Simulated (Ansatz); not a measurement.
The system is Al.

```
CELL_PARAMETERS angstrom
0.00000 2.02481 2.02481
2.02481 0.00000 2.02481
2.02481 2.02481 0.00000
ATOMIC_POSITIONS crystal
Al 0.00000 0.00000 0.00000
```

| Item | Value |
| --- | --- |
| Program | Ansatz 0.2.0 |
| Task | relaxation of cell and atoms |
| Functional | r2SCAN |
| Dispersion | D4 |
| Potentials or basis | Ansatz PAW |
| Cutoff | 500 eV (not typed: the program's choice for these potentials) |
| k mesh | 11 × 11 × 11 |
| Occupations | fermi-dirac, width 0.05 eV |
| Spin | no spin polarisation |

At the start: volume 16.60 Å³/atom.

Q: How do energy, volume and symmetry change on relaxing?

A: It ends after 5 steps and the volume is 15.76 Å³/atom (-5.1 %); space group Fm-3m (No. 225, to 0.05 Å).

Step by step:
```tsv
step	energy change (eV)	largest force (eV/Å)	volume (Å³)
1	0.0000	0.0000	16.60
2	-0.0113	0.0000	15.55
3	-0.0121	0.0000	15.78
4	-0.0121	0.0000	15.76
5	-0.0121	0.0000	15.76
```

Final structure:
```
CELL_PARAMETERS angstrom
0.00000 1.98989 1.98989
1.98989 0.00000 1.98989
1.98989 1.98989 0.00000
ATOMIC_POSITIONS crystal
Al 0.00000 0.00000 0.00000
```

The cell as given is a measured one (16.60 Å³/atom); r2SCAN+D4 puts the equilibrium volume -5.1 % from it, thermal expansion not counted.

Caveat: the plane-wave basis is chosen anew once the cell has moved, so the energies of steps on either side of that aren't comparable; the PAW data sets come from PBE, with cores solved anew for the run's functional, which leaves a small shift of forces and pressure.
